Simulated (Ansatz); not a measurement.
# CoSi: the crystal squeezed far

How does CoSi (rocksalt type) answer strong compression? The runs shown use PAW. Its runs: cell relaxed at zero pressure (PAW); volume scaled by 1 (PAW); volume scaled by 0.94 (PAW); volume scaled by 0.88 (PAW); volume scaled by 0.8 (PAW); volume scaled by 0.72 (PAW and PAW (source ansatz)); volume scaled by 0.64 (PAW); volume scaled by 0.55 (PAW and PAW (partial_waves polarizable)).

Program: Ansatz 0.2.0. Level of theory: DFT r²SCAN, with the methods named in each step. These are calculated values, not measurements.

## (1) The system as given

It takes space group Fm-3m (No. 225, cubic). Conventional cell: a = 4.585 Å, b = 4.585 Å, c = 4.585 Å, α = 90.00°, β = 90.00°, γ = 90.00°. Co (site symmetry m-3m) is surrounded by 6 Si at 2.29 Å. Around Si (site symmetry m-3m) lie 6 Co at 2.29 Å.

Coordinates:

```xyz
2
Lattice="0.0000 2.2924 2.2924 2.2924 0.0000 2.2924 2.2924 2.2924 0.0000" Properties=species:S:1:pos:R:3 pbc="T T T"
Co    0.0000    0.0000    0.0000
Si    2.2924    2.2924    2.2924
```

Whether this phase is the stable one at these pressures isn't tested.

Atoms are numbered in the order of the input: Co1, Si2.

## (2) Cell relaxed at zero pressure, PAW

The input, input.yaml:

```yaml
crystal:
  lattice:
    - [0.0, 2.2923918786, 2.2923918786]
    - [2.2923918786, 0.0, 2.2923918786]
    - [2.2923918786, 2.2923918786, 0.0]
  atoms:
    - { symbol: Co, position: [0.0, 0.0, 0.0] }
    - { symbol: Si, position: [0.5, 0.5, 0.5] }
kpoints:
  mp_grid: { grid: [14, 14, 14] }
scf:
  occupations: { method: fermi_dirac, width: 0.1 }
hamiltonian:
  xc: r2scan
  pseudopotentials: { kind: paw }
output:
  forces: true
  stress: true
relax:
  f_tol: 0.005
  max_steps: 40
  cell: {}
```

The run is started by

```bash
$ ansatz run input.yaml --threads 1 --pin off --max-ram 2048MiB --backend cpu --events-out ev --progress --plain --runs-dir out
```

After this run come: Volume scaled by 1, PAW; Volume scaled by 0.94, PAW; Volume scaled by 0.88, PAW; Volume scaled by 0.8, PAW; Volume scaled by 0.72, PAW; Volume scaled by 0.72, PAW (source ansatz); Volume scaled by 0.64, PAW; Volume scaled by 0.55, PAW; Volume scaled by 0.55, PAW (partial_waves polarizable).

Before running it: what results should come out? Wanted: PAW pressure at 0.55 of the volume; PAW; fitted bulk modulus at zero pressure.

The runs gave:

| quantity | value |
| --- | --- |
| PAW pressure at 0.55 of the volume | 356.9 GPa |
| PAW (partial_waves polarizable) pressure at 0.55 of the volume | 356.9 GPa |
| fitted bulk modulus at zero pressure (PAW) | 174 GPa |
| its pressure derivative | 4.10 |

What this shows: At 0.55 of the starting volume PAW gives 357 GPa. One third-order Birch-Murnaghan curve follows these points (B₀ = 174 GPa, B′ = 4.10, misfit at most 0.90 GPa). A fit over so wide a range leans to the high pressures, so B₀ can be off by several per cent. No all-electron run checks these rows here, and frozen cores can fail under such compression. The ions are at rest, and the electrons smeared by 0.1 eV. Spin polarisation is left out here, though a magnetic state may lie well lower.
